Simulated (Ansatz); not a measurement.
Ti:

```xyz
1
Lattice="-1.6410 1.6410 1.6410 1.6410 -1.6410 1.6410 1.6410 1.6410 -1.6410" Properties=species:S:1:pos:R:3 pbc="T T T"
Ti    0.0000    0.0000    0.0000
```

This isn't the form of Ti at room conditions, which is hcp.

Base run:

- Program: Ansatz 0.2.0
- Functional: revPBE
- Potentials or basis: all-electron LAPW, scalar-relativistic
- Cutoff: 228 eV (chosen from the basis error)
- Basis error allowed: 0.001 eV/atom
- k mesh: 11 × 11 × 11
- Occupations: fermi-dirac, width 0.05 eV
- Spin: no spin polarisation

Its results: pressure -0.2 GPa.

Question: The run is repeated on the same cell with these changes: functional from revPBE to PBE. What comes out?

Answer: Pressure -2.5 GPa.

PBE binds more tightly than revPBE, so the same cell stands under less pressure.
